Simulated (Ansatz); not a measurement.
Molecular dynamics on a 2×2×2 supercell (32 atoms) of CSi (ordering on diamond), relaxed with r2SCAN. Forces come from r2SCAN in Ansatz 0.2.0: constant energy and volume (NVE), velocities drawn at 1700 K, steps of 1.5 fs. Computed, non-magnetic; the trajectory is short and the cell small, so nothing here is a converged average. The structure comes from a prototype and may be hypothetical.

```yaml
crystal:
  lattice:
    - [5.1530292058, 0.0, 0.0]
    - [0.0, 6.7149313017, 0.0]
    - [0.0, 0.0, 9.8823295397]
  atoms:
    - { symbol: C, position: [0.375, 0.0, 0.4562755146] }
    - { symbol: C, position: [0.125, 0.0, 0.0437244854] }
    - { symbol: Si, position: [0.125, 0.25, 0.146216309] }
    - { symbol: Si, position: [0.375, 0.25, 0.353783691] }
    - { symbol: C, position: [0.375, 0.0, 0.9562755146] }
    - { symbol: C, position: [0.125, 0.0, 0.5437244854] }
    - { symbol: Si, position: [0.125, 0.25, 0.646216309] }
    - { symbol: Si, position: [0.375, 0.25, 0.853783691] }
    - { symbol: C, position: [0.375, 0.5, 0.4562755146] }
    - { symbol: C, position: [0.125, 0.5, 0.0437244854] }
    - { symbol: Si, position: [0.125, 0.75, 0.146216309] }
    - { symbol: Si, position: [0.375, 0.75, 0.353783691] }
    - { symbol: C, position: [0.375, 0.5, 0.9562755146] }
    - { symbol: C, position: [0.125, 0.5, 0.5437244854] }
    - { symbol: Si, position: [0.125, 0.75, 0.646216309] }
    - { symbol: Si, position: [0.375, 0.75, 0.853783691] }
    - { symbol: C, position: [0.875, 0.0, 0.4562755146] }
    - { symbol: C, position: [0.625, 0.0, 0.0437244854] }
    - { symbol: Si, position: [0.625, 0.25, 0.146216309] }
    - { symbol: Si, position: [0.875, 0.25, 0.353783691] }
    - { symbol: C, position: [0.875, 0.0, 0.9562755146] }
    - { symbol: C, position: [0.625, 0.0, 0.5437244854] }
    - { symbol: Si, position: [0.625, 0.25, 0.646216309] }
    - { symbol: Si, position: [0.875, 0.25, 0.853783691] }
    - { symbol: C, position: [0.875, 0.5, 0.4562755146] }
    - { symbol: C, position: [0.625, 0.5, 0.0437244854] }
    - { symbol: Si, position: [0.625, 0.75, 0.146216309] }
    - { symbol: Si, position: [0.875, 0.75, 0.353783691] }
    - { symbol: C, position: [0.875, 0.5, 0.9562755146] }
    - { symbol: C, position: [0.625, 0.5, 0.5437244854] }
    - { symbol: Si, position: [0.625, 0.75, 0.646216309] }
    - { symbol: Si, position: [0.875, 0.75, 0.853783691] }
kpoints:
  mp_grid: { grid: [4, 2, 2] }
hamiltonian:
  xc: r2scan
scf:
  occupations: { method: fermi_dirac, width: 0.146 }
md:
  ensemble: nve
  temperature: 1700
  timestep: 1.5
  n_steps: 20
  initial_velocities: maxwell_boltzmann
  seed: 2596
```

Run as `ansatz run input.yaml --threads 4 --pin off --max-ram 3686MiB --backend cpu --events-out ev --progress --plain --runs-dir out`. Wall time 5.1 min on 4 threads of Arm Neoverse V2, with other jobs on the host, load about 0.9 per core; peak host memory 1.8 GiB.

```
step  t (fs)  T (K)  free energy F from step 0 (meV/atom)  kinetic energy (meV/atom)  largest force (eV/Å)
   0       0   1700                                   0.0                      212.9                  0.15
   1     1.5   1650                                   6.3                      206.7                  1.40
   2       3   1517                                  23.2                      190.0                  2.71
   3     4.5   1327                                  47.4                      166.1                  3.85
   4       6   1113                                  74.4                      139.3                  4.68
   5     7.5    908                                 100.2                      113.7                  5.12
   6       9    738                                 121.7                       92.4                  5.14
   7    10.5    614                                 137.2                       76.8                  4.82
   8      12    539                                 146.6                       67.4                  4.29
   9    13.5    508                                 150.3                       63.7                  3.68
  10      15    515                                 149.4                       64.5                  3.58
  11    16.5    547                                 145.3                       68.5                  3.52
  12      18    593                                 139.5                       74.2                  3.40
  13    19.5    640                                 133.5                       80.1                  3.22
  14      21    679                                 128.6                       85.0                  3.17
  15    22.5    708                                 124.9                       88.7                  3.26
  16      24    730                                 122.2                       91.4                  3.25
  17    25.5    750                                 119.7                       94.0                  4.08
  18      27    772                                 117.0                       96.7                  4.46
  19    28.5    792                                 114.4                       99.1                  4.34
  20      30    801                                 113.2                      100.3                  3.83
```

The temperature starts at 1700 K, is lowest at step 9 (508 K, 13.5 fs) and ends at 801 K. The atoms start on their lattice sites with kinetic energy alone, so much of it first passes into potential energy. The conserved energy stays within 1.19 meV an atom. By the last step the atoms have moved 0.17 Å in the root mean square, the drift of the whole cell taken out, 0.30 Å at most.

Positions (Å) and forces (eV/Å) at step 20:
```
C    1.831  -0.113   4.482     0.247   1.061   0.765
C    0.513  -0.029   0.427     2.037   1.217   0.087
Si   0.641   1.679   1.631     0.236  -0.649  -1.426
Si   1.954   1.618   3.537    -0.490  -0.405  -0.558
C    1.916   0.206   9.421    -1.836  -1.428   0.100
C    0.537   0.008   5.407     1.016   0.588  -0.635
Si   0.746   1.767   6.391    -0.370  -0.837  -0.069
Si   2.030   1.867   8.401    -0.950  -0.353   0.355
C    2.004   3.315   4.407     0.073   0.951   0.202
C    0.727   3.291   0.456    -2.476   0.303   1.509
Si   0.423   4.927   1.522     0.890   1.152  -1.141
Si   1.899   5.050   3.419     0.630  -0.828  -0.089
C    1.890   3.474   9.518     3.458  -1.573  -0.460
C    0.768   3.331   5.241    -1.806  -0.488   1.273
Si   0.804   5.153   6.475    -0.657  -1.363  -0.412
Si   2.090   5.124   8.629    -0.333   0.469  -1.562
C    4.415  -0.002   4.486     0.693  -0.899   0.749
C    3.166   0.073   0.358     0.494  -1.667  -0.341
Si   3.224   1.557   1.308    -0.405   2.842   1.859
Si   4.223   1.603   3.444     1.882  -0.322   0.132
C    4.435   0.033   9.399     0.931   1.248  -0.033
C    3.134  -0.140   5.314     0.357   0.387   0.995
Si   3.180   1.699   6.321     0.078  -1.221  -0.467
Si   4.446   1.767   8.298     0.746  -0.090   0.752
C    4.589   3.166   4.438    -0.396   1.899   0.759
C    3.290   3.305   0.495    -0.447   0.693  -1.121
Si   3.124   5.096   1.411     0.827  -0.614   0.513
Si   4.573   4.948   3.642    -1.064   0.348  -1.105
C    4.647   3.392   9.449    -2.256  -0.293   0.235
C    3.275   3.339   5.323     0.339  -1.351  -1.289
Si   3.292   4.824   6.364    -0.502   2.649   0.999
Si   4.612   5.129   8.453    -0.947  -1.424  -0.578
```
